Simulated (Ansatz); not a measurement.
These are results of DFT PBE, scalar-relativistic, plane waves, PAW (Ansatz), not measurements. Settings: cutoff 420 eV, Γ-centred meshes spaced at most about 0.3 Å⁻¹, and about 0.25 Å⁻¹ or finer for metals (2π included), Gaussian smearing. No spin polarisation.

Temperature and zero-point effects are left out.

Two forms of Cd3Te5 were relaxed alike.

A.

```yaml
crystal:
  lattice:
    - [4.51702, 0.00000, 0.00000]
    - [0.00000, 4.51702, 0.00000]
    - [0.00000, 0.00000, 14.98983]
  atoms:
    - { symbol: Cd, position: [0.50000, 0.50000, 0.23105] }
    - { symbol: Cd, position: [0.50000, 0.50000, 0.76895] }
    - { symbol: Cd, position: [0.00000, 0.00000, 0.00000] }
    - { symbol: Te, position: [0.50000, 0.00000, 0.34928] }
    - { symbol: Te, position: [0.00000, 0.50000, 0.11555] }
    - { symbol: Te, position: [0.00000, 0.50000, 0.65072] }
    - { symbol: Te, position: [0.50000, 0.00000, 0.88445] }
    - { symbol: Te, position: [0.00000, 0.00000, 0.50000] }
```

B.

```yaml
crystal:
  lattice:
    - [6.20221, 0.00000, 0.00000]
    - [0.00000, 6.20221, 0.00000]
    - [0.00000, 0.00000, 6.20221]
  atoms:
    - { symbol: Cd, position: [0.50000, 0.00000, 0.00000] }
    - { symbol: Cd, position: [0.00000, 0.50000, 0.00000] }
    - { symbol: Cd, position: [0.00000, 0.00000, 0.50000] }
    - { symbol: Te, position: [0.00000, 0.50000, 0.50000] }
    - { symbol: Te, position: [0.50000, 0.00000, 0.50000] }
    - { symbol: Te, position: [0.50000, 0.50000, 0.00000] }
    - { symbol: Te, position: [0.00000, 0.00000, 0.00000] }
    - { symbol: Te, position: [0.50000, 0.50000, 0.50000] }
```

**Question.** Which would you expect to be lower, and how large is the difference?

**Answer.** B is lower, by 60 meV/atom. A has Cd and Te ordered on diamond sites, space group P-4m2 (No. 115), 38.2 Å³/atom and no gap on its mesh; B has space group Pm-3m (No. 221), 29.8 Å³/atom and no gap. Counting Te atoms around Cd (those within 1.25 times the shortest such distance or 1.15 times the sum of covalent radii, 1.27 where that leaves under three), A has Cd 4 and B has Cd 6. The denser one is the lower, and pressure would at first widen the difference. In A, Cd on a site of symmetry 2mm has 4 Te at 2.85–2.87 Å; Cd on a site of symmetry -4m2 is surrounded by 4 Te at 2.85 Å; Te on a site of symmetry 2mm is surrounded by 2 Cd at 2.87 Å and 2 Te at 3.19 Å; 2 more sites not described. In B, Cd is surrounded by 6 Te at 3.10 Å; around Te on a site of symmetry 4/mmm lie 2 Te at 3.10 Å and 4 Cd at 3.10 Å; Te on a site of symmetry m-3m has 6 Cd at 3.10 Å; 1 more site not described. Both come from invented guesses.

These runs have no spin–orbit coupling, which can matter for Te. Cells relaxed within their symmetry can be saddle points.
